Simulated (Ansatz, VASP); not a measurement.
Two plane-wave programs on WC

```
CELL_PARAMETERS angstrom
2.90050 0.00000 0.00000
-1.45025 2.51191 0.00000
0.00000 0.00000 2.82900
ATOMIC_POSITIONS crystal
W 0.00000 0.00000 0.00000
C 0.66667 0.33333 0.50000
```

Alike in both runs: task electric field gradients; functional LDA; k mesh 14 × 14 × 13; occupations fermi-dirac, width 0.05 eV; no spin polarisation.

```csv
,VASP,Ansatz
version,VASP 6.6.1,Ansatz 0.2.0
potentials or method,"VASP PAW LDA potentials, release 64 (W_sv, C)","PAW with Ansatz's default frozen-core files, scalar-relativistic"
plane-wave cutoff (eV),520,420
valence electrons in the cell,18,18
```

```csv
,VASP,Ansatz,Ansatz less VASP
pressure (GPa),-4.6,-7.1,-2.56
largest component of the traceless stress (GPa),0.40,0.72,+0.319
Vzz of the field gradient on the site that differs most (V/Å²),-150.4,-142.1,+8.22
```

Ansatz warned: «gradients_without_spin_orbit».

Spin-orbit coupling is left out, which matters for the levels of W.
